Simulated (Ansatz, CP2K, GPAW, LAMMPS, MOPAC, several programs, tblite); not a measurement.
# KBr from cheap methods to r2SCAN

Aim: run KBr through methods of unlike cost and see what each gets, and at what price.

Method: no spin polarisation, static lattice; gaps from single points on the cell relaxed beforehand with r²SCAN, in LAMMPS, MOPAC, tblite, CP2K, GPAW, Ansatz (versions at each run).

## (1) The system as given

Symmetry: P6_3/mmc, No. 194, hexagonal system. Conventional cell: a = 5.618 Å, b = 5.618 Å, c = 6.554 Å, α = 90.00°, β = 90.00°, γ = 120.00°. K (site symmetry -6m2) is surrounded by 5 Br at 3.24 to 3.28 Å. Br (site symmetry -6m2) is surrounded by 5 K at 3.24 to 3.28 Å.

Structure file:

```xyz
4
Lattice="5.6181 0.0000 0.0000 -2.8091 4.8654 0.0000 0.0000 0.0000 6.5536" Properties=species:S:1:pos:R:3 pbc="T T T"
K     0.0000    3.2436    1.6384
K     2.8091    1.6218    4.9152
Br    2.8091    1.6218    1.6384
Br    0.0000    3.2436    4.9152
```

The structure type (flat hexagonal layers, h-BN or h-MgO type) is imposed and need not be the compound's stable one.

**Question.** The methods are ffield.eim, PM6, PM7, GFN1-xTB (tblite), GFN2-xTB (tblite), PBE/DZVP, PBE/single-zeta, PBE/SZV, coarse PBE, GLLB-SC, PBE, r2SCAN. What gap does r2SCAN give on this cell, and which other methods (full PBE left aside) come nearest to r2SCAN and farthest in gap, volume and bulk modulus?

```
                                               quantity                                      value
                                                 r2SCAN      gap 4.76 eV, 44.78 Å³/atom, B₀ 12 GPa
         gap: nearest and farthest of the other methods        PBE/DZVP (-0.41 eV), PM7 (+6.87 eV)
      volume: nearest and farthest of the other methods  coarse PBE (+4.2 %), ffield.eim (-20.3 %)
bulk modulus: nearest and farthest of the other methods       PBE/SZV (+4 %), ffield.eim (+1721 %)
```

In words: Among the 9 methods compared for the gap (full PBE left aside), PBE/DZVP is nearest to r2SCAN and PM7 farthest. Among the 6 methods compared for the volume (full PBE left aside), coarse PBE is nearest to r2SCAN and ffield.eim farthest. Among the 6 methods compared for the bulk modulus (full PBE left aside), PBE/SZV is nearest to r2SCAN and ffield.eim farthest. A minimal basis or a coarse cutoff and mesh shifts results by its own error, so closeness to r2SCAN can be chance. Cluster runs see only the k-points that fold onto the zone centre, so their gaps can miss the band edges. GLLB-SC is compared with its derivative discontinuity added. No volume is given for PM6, GFN2-xTB (tblite), PBE/single-zeta, which can hide a larger miss. CPU times run from 0.12 s (ffield.eim) to 81 s (GLLB-SC). On this cell PBE/DZVP, PBE/single-zeta, GLLB-SC cost more than r2SCAN itself (13 s), so they are no saving here. r2SCAN is a yardstick, not the truth: it usually gives gaps below the measured ones.
